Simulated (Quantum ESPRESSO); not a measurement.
Write the native input for Quantum ESPRESSO 7.5 that does the following.

- Task: phonons and electron-phonon coupling
- Functional: PBEsol
- Potentials or basis: GBRV 1.5 PBEsol
- Cutoff: 612 eV
- Density cutoff: 4898 eV
- k mesh: 6 × 6 × 3
- Occupations: methfessel-paxton, width 0.272 eV
- Spin: no spin polarisation
- Mixing beta: 0.5
- Most SCF iterations: 120
- SCF threshold: 4e-10 Ry
- q mesh: 2 × 2 × 1

Crystal: Sb.

```
CELL_PARAMETERS angstrom
3.35453 0.00000 0.00000
-1.67727 2.90511 0.00000
0.00000 0.00000 5.47016
ATOMIC_POSITIONS crystal
Sb 0.66667 0.33333 0.75000
Sb 0.33333 0.66667 0.25000
```

This isn't the form of Sb at room conditions, which is rhombohedral.

One way to write it, as run:

pw.in

```
&CONTROL
  calculation = 'scf'
  prefix = 'pwscf'
  outdir = './tmp'
  pseudo_dir = './pseudo'
  tprnfor = .true.
  tstress = .true.
  disk_io = 'low'
/
&SYSTEM
  ibrav = 0
  celldm(1) = 8
  nat = 2
  ntyp = 1
  ecutwfc = 45
  ecutrho = 360
  nbnd = 22
  occupations = 'smearing'
  smearing = 'mp'
  degauss = 0.01999163
/
&ELECTRONS
  conv_thr = 4d-10
  electron_maxstep = 120
  mixing_beta = 0.5
/
ATOMIC_SPECIES
Sb   121.7600 sb_pbesol_v1.4.uspp.F.UPF
CELL_PARAMETERS alat
  0.7923934434166   0.0000000000000   0.0000000000000
 -0.3961967217083   0.6862328517848   0.0000000000000
  0.0000000000000   0.0000000000000   1.2921381857756
ATOMIC_POSITIONS crystal
Sb     0.6666666667    0.3333333333    0.7500000000
Sb     0.3333333333    0.6666666667    0.2500000000
K_POINTS automatic
6 6 3 0 0 0
```

relax.in

```
&CONTROL
  calculation = 'vc-relax'
  prefix = 'pwscf'
  outdir = './tmp'
  pseudo_dir = './pseudo'
  tprnfor = .true.
  tstress = .true.
  disk_io = 'low'
  nstep = 40
  forc_conv_thr = 0.0001
  etot_conv_thr = 1d-06
/
&SYSTEM
  ibrav = 0
  celldm(1) = 8
  nat = 2
  ntyp = 1
  ecutwfc = 45
  ecutrho = 360
  nbnd = 22
  occupations = 'smearing'
  smearing = 'mp'
  degauss = 0.01999163
/
&ELECTRONS
  conv_thr = 4d-10
  electron_maxstep = 120
  mixing_beta = 0.5
/
&IONS
  ion_dynamics = 'bfgs'
/
&CELL
  cell_dynamics = 'bfgs'
  press = 0
  press_conv_thr = 0.2
/
ATOMIC_SPECIES
Sb   121.7600 sb_pbesol_v1.4.uspp.F.UPF
CELL_PARAMETERS alat
  0.7923934434130   0.0000000000000   0.0000000000000
 -0.3961967217065   0.6862328517879   0.0000000000000
  0.0000000000000   0.0000000000000   1.2921381857756
ATOMIC_POSITIONS crystal
Sb     0.6666666666    0.3333333332    0.7500000000
Sb     0.3333333332    0.6666666666    0.2500000000
K_POINTS automatic
6 6 3 0 0 0
```

scf2.in

```
&CONTROL
  calculation = 'scf'
  prefix = 'pwscf'
  outdir = './tmp'
  pseudo_dir = './pseudo'
  tprnfor = .true.
  tstress = .true.
  disk_io = 'low'
/
&SYSTEM
  ibrav = 0
  celldm(1) = 8
  nat = 2
  ntyp = 1
  ecutwfc = 45
  ecutrho = 360
  nbnd = 22
  occupations = 'smearing'
  smearing = 'mp'
  degauss = 0.01999163
/
&ELECTRONS
  conv_thr = 1d-13
  electron_maxstep = 120
  mixing_beta = 0.5
  startingpot = 'file'
  startingwfc = 'file'
/
ATOMIC_SPECIES
Sb   121.7600 sb_pbesol_v1.4.uspp.F.UPF
CELL_PARAMETERS alat
  0.7796103745805   0.0000000000068   0.0000000000000
 -0.3898051872962   0.6751623894372   0.0000000000000
  0.0000000000000   0.0000000000000   1.2984612730488
ATOMIC_POSITIONS crystal
Sb     0.6666666665    0.3333333331    0.7500000000
Sb     0.3333333331    0.6666666665    0.2500000000
K_POINTS automatic
6 6 3 0 0 0
```

dense.in

```
&CONTROL
  calculation = 'scf'
  prefix = 'pwscf'
  outdir = './tmp'
  pseudo_dir = './pseudo'
  tprnfor = .true.
  tstress = .true.
  disk_io = 'low'
/
&SYSTEM
  ibrav = 0
  celldm(1) = 8
  nat = 2
  ntyp = 1
  ecutwfc = 45
  ecutrho = 360
  nbnd = 22
  occupations = 'smearing'
  smearing = 'mp'
  degauss = 0.01999163
  la2F = .true.
/
&ELECTRONS
  conv_thr = 1d-12
  electron_maxstep = 120
  mixing_beta = 0.5
  startingpot = 'file'
/
ATOMIC_SPECIES
Sb   121.7600 sb_pbesol_v1.4.uspp.F.UPF
CELL_PARAMETERS alat
  0.7796103745805   0.0000000000068   0.0000000000000
 -0.3898051872962   0.6751623894372   0.0000000000000
  0.0000000000000   0.0000000000000   1.2984612730488
ATOMIC_POSITIONS crystal
Sb     0.6666666665    0.3333333331    0.7500000000
Sb     0.3333333331    0.6666666665    0.2500000000
K_POINTS automatic
18 18 9 0 0 0
```

scf3.in

```
&CONTROL
  calculation = 'scf'
  prefix = 'pwscf'
  outdir = './tmp'
  pseudo_dir = './pseudo'
  tprnfor = .true.
  tstress = .true.
  disk_io = 'low'
/
&SYSTEM
  ibrav = 0
  celldm(1) = 8
  nat = 2
  ntyp = 1
  ecutwfc = 45
  ecutrho = 360
  nbnd = 22
  occupations = 'smearing'
  smearing = 'mp'
  degauss = 0.01999163
/
&ELECTRONS
  conv_thr = 1d-12
  electron_maxstep = 120
  mixing_beta = 0.5
  startingpot = 'file'
/
ATOMIC_SPECIES
Sb   121.7600 sb_pbesol_v1.4.uspp.F.UPF
CELL_PARAMETERS alat
  0.7796103745805   0.0000000000068   0.0000000000000
 -0.3898051872962   0.6751623894372   0.0000000000000
  0.0000000000000   0.0000000000000   1.2984612730488
ATOMIC_POSITIONS crystal
Sb     0.6666666665    0.3333333331    0.7500000000
Sb     0.3333333331    0.6666666665    0.2500000000
K_POINTS automatic
6 6 3 0 0 0
```

ph.in

```
phonon_bands of Sb
&INPUTPH
  prefix = 'pwscf'
  outdir = './tmp'
  tr2_ph = 1d-18
  fildyn = 'dyn'
  niter_ph = 90
  alpha_mix(1) = 0.4
  ldisp = .true.
  nq1 = 2
  nq2 = 2
  nq3 = 1
  electron_phonon = 'interpolated'
  el_ph_sigma = 0.005
  el_ph_nsigma = 10
  fildvscf = 'dvscf'
/
```

q2r.in

```
&INPUT
  fildyn = 'dyn'
  zasr = 'crystal'
  flfrc = 'fc'
  la2F = .true.
/
```

matdyn.in

```
&INPUT
  asr = 'crystal'
  flfrc = 'fc'
  flfrq = 'freq'
  q_in_cryst_coord = .true.
  flvec = ' '
/
80
 0.0000000000  0.0000000000  0.0000000000
 0.0500000000  0.0000000000  0.0000000000
 0.1000000000  0.0000000000  0.0000000000
 0.1500000000  0.0000000000  0.0000000000
 0.2000000000  0.0000000000  0.0000000000
 0.2500000000  0.0000000000  0.0000000000
 0.3000000000  0.0000000000  0.0000000000
 0.3500000000  0.0000000000  0.0000000000
 0.4000000000  0.0000000000  0.0000000000
 0.4500000000  0.0000000000  0.0000000000
 0.5000000000  0.0000000000  0.0000000000
 0.4722222222  0.0555555556  0.0000000000
 0.4444444444  0.1111111111  0.0000000000
 0.4166666667  0.1666666667  0.0000000000
 0.3888888889  0.2222222222  0.0000000000
 0.3611111111  0.2777777778  0.0000000000
 0.3333333333  0.3333333333  0.0000000000
 0.3076923077  0.3076923077  0.0000000000
 0.2820512821  0.2820512821  0.0000000000
 0.2564102564  0.2564102564  0.0000000000
 0.2307692308  0.2307692308  0.0000000000
 0.2051282051  0.2051282051  0.0000000000
 0.1794871795  0.1794871795  0.0000000000
 0.1538461538  0.1538461538  0.0000000000
 0.1282051282  0.1282051282  0.0000000000
 0.1025641026  0.1025641026  0.0000000000
 0.0769230769  0.0769230769  0.0000000000
 0.0512820513  0.0512820513  0.0000000000
 0.0256410256  0.0256410256  0.0000000000
 0.0000000000  0.0000000000  0.0000000000
 0.0000000000  0.0000000000  0.1000000000
 0.0000000000  0.0000000000  0.2000000000
 0.0000000000  0.0000000000  0.3000000000
 0.0000000000  0.0000000000  0.4000000000
 0.0000000000  0.0000000000  0.5000000000
 0.0454545455  0.0000000000  0.5000000000
 0.0909090909  0.0000000000  0.5000000000
 0.1363636364  0.0000000000  0.5000000000
 0.1818181818  0.0000000000  0.5000000000
 0.2272727273  0.0000000000  0.5000000000
 0.2727272727  0.0000000000  0.5000000000
 0.3181818182  0.0000000000  0.5000000000
 0.3636363636  0.0000000000  0.5000000000
 0.4090909091  0.0000000000  0.5000000000
 0.4545454545  0.0000000000  0.5000000000
 0.5000000000  0.0000000000  0.5000000000
 0.4722222222  0.0555555556  0.5000000000
 0.4444444444  0.1111111111  0.5000000000
 0.4166666667  0.1666666667  0.5000000000
 0.3888888889  0.2222222222  0.5000000000
 0.3611111111  0.2777777778  0.5000000000
 0.3333333333  0.3333333333  0.5000000000
 0.3095238095  0.3095238095  0.5000000000
 0.2857142857  0.2857142857  0.5000000000
 0.2619047619  0.2619047619  0.5000000000
 0.2380952381  0.2380952381  0.5000000000
 0.2142857143  0.2142857143  0.5000000000
 0.1904761905  0.1904761905  0.5000000000
 0.1666666667  0.1666666667  0.5000000000
 0.1428571429  0.1428571429  0.5000000000
 0.1190476190  0.1190476190  0.5000000000
 0.0952380952  0.0952380952  0.5000000000
 0.0714285714  0.0714285714  0.5000000000
 0.0476190476  0.0476190476  0.5000000000
 0.0238095238  0.0238095238  0.5000000000
 0.0000000000  0.0000000000  0.5000000000
 0.5000000000  0.0000000000  0.5000000000
 0.5000000000  0.0000000000  0.4166666667
 0.5000000000  0.0000000000  0.3333333333
 0.5000000000  0.0000000000  0.2500000000
 0.5000000000  0.0000000000  0.1666666667
 0.5000000000  0.0000000000  0.0833333333
 0.5000000000  0.0000000000  0.0000000000
 0.3333333333  0.3333333333  0.0000000000
 0.3333333333  0.3333333333  0.0833333333
 0.3333333333  0.3333333333  0.1666666667
 0.3333333333  0.3333333333  0.2500000000
 0.3333333333  0.3333333333  0.3333333333
 0.3333333333  0.3333333333  0.4166666667
 0.3333333333  0.3333333333  0.5000000000
```

matdyn_dos.in

```
&INPUT
  asr = 'crystal'
  flfrc = 'fc'
  dos = .true.
  fldos = 'phdos'
  nk1 = 9
  nk2 = 9
  nk3 = 8
  deltaE = 0.5
  flvec = ' '
  flfrq = ' '
/
```

matdyn_a2f.in

```
&INPUT
  asr = 'crystal'
  flfrc = 'fc'
  la2F = .true.
  dos = .true.
  fldos = 'dos2'
  nk1 = 8
  nk2 = 8
  nk3 = 6
  ndos = 60
  el_ph_nsigma = 10
  flfrq = 'dosfreq2'
  flvec = ' '
/
```

matdyn_mesh.in

```
&INPUT
  asr = 'crystal'
  flfrc = 'fc'
  flfrq = 'mesh'
  q_in_cryst_coord = .true.
  flvec = ' '
/
320
 0.06250000  0.06250000  0.10000000
 0.06250000  0.06250000  0.30000000
 0.06250000  0.06250000  0.50000000
[... 317 further points of the even 8 x 8 x 5 mesh, shifted by half a step ...]
```

Potentials or basis: GBRV 1.5 PBEsol.

Run with:

```console
$ OMP_NUM_THREADS=1 pw.x -in pw.in > pw.out
$ OMP_NUM_THREADS=1 pw.x -in relax.in > relax.out
$ OMP_NUM_THREADS=1 pw.x -in scf2.in > scf2.out
$ OMP_NUM_THREADS=1 pw.x -in dense.in > dense.out
$ OMP_NUM_THREADS=1 pw.x -in scf3.in > scf3.out
$ OMP_NUM_THREADS=1 ph.x -in ph.in > ph.out
$ OMP_NUM_THREADS=1 q2r.x -in q2r.in > q2r.out
$ OMP_NUM_THREADS=1 matdyn.x -in matdyn.in > matdyn.out
$ OMP_NUM_THREADS=1 matdyn.x -in matdyn_dos.in > matdyn_dos.out
$ OMP_NUM_THREADS=1 matdyn.x -in matdyn_a2f.in > matdyn_a2f.out
$ OMP_NUM_THREADS=1 matdyn.x -in matdyn_mesh.in > matdyn_mesh.out
```

Results of the run:

The relaxed volume is 25.93 Å³/atom and the relaxed cell is a = 3.300 Å, b = 3.300 Å, c = 5.497 Å, α = 90.00°, β = 90.00°, γ = 120.00°. The space group after relaxing (to 0.05 Å) is P6_3/mmc (No. 194), the pressure after relaxing is 0.0 GPa and the band gap on the k mesh is none (metal or under the smearing width). The highest phonon frequency is 97 cm⁻¹ and the most unstable mode is 44i cm⁻¹.

Caveat: the k mesh is coarse (spacing up to 0.38 Å⁻¹), so the values aren't converged; the mesh is thin for the phonons of a metal; some modes are imaginary; λ from interpolated matrix elements is rough: modes that symmetry makes equal can differ by tens of percent; the q mesh is small, so phonon branches between its points and thermal values are rough.

It took 10 min on 1 thread of Arm Neoverse V2, with other jobs on the host, peak memory 0.28 GiB.
